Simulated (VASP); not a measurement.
The system is PbSe (Clausthalite).

```
CELL_PARAMETERS angstrom
0.00000 3.06065 3.06065
3.06065 0.00000 3.06065
3.06065 3.06065 0.00000
ATOMIC_POSITIONS crystal
Pb 0.00000 0.00000 0.00000
Se 0.50000 0.50000 0.50000
```

| Property | Result |
| --- | --- |
| Program | VASP 6.6.1 |
| Task | relaxation of cell and atoms |
| Functional | revPBE |
| Dispersion | D3 |
| Potentials or basis | VASP PAW PBE potentials, release 64 (Pb_d, Se) |
| Cutoff | 600 eV |
| k mesh | 8 × 8 × 8 |
| Occupations | fermi-dirac, width 0.05 eV |
| Spin | no spin polarisation |

At the start: pressure 1.9 GPa; volume 28.67 Å³/atom.

Question: Where does the relaxation end?

Answer: Over 3 steps the energy falls by 7.0 meV/atom and the volume is 29.88 Å³/atom (+4.2 %); space group Fm-3m (No. 225, to 0.05 Å).

The path:
| step | energy change (eV) | largest force (eV/Å) | pressure (GPa) | volume (Å³) |
| --- | --- | --- | --- | --- |
| 1 | 0.0000 | 0.0000 | 1.95 | 57.34 |
| 2 | -0.0135 | 0.0000 | -0.35 | 60.28 |
| 3 | -0.0140 | 0.0000 | -0.01 | 59.76 |

Final structure:
```
Pb Se
1.0
     0.00000    3.10310    3.10310
     3.10310    0.00000    3.10310
     3.10310    3.10310    0.00000
Pb Se
1 1
Direct
  0.00000 0.00000 0.00000
  0.50000 0.50000 0.50000
```

The cell as given is a measured one (28.67 Å³/atom); revPBE+D3 puts the equilibrium volume +4.2 % from it, thermal expansion not counted.

Caveat: the PAW data sets were made with another functional, which shifts forces and pressure a little.
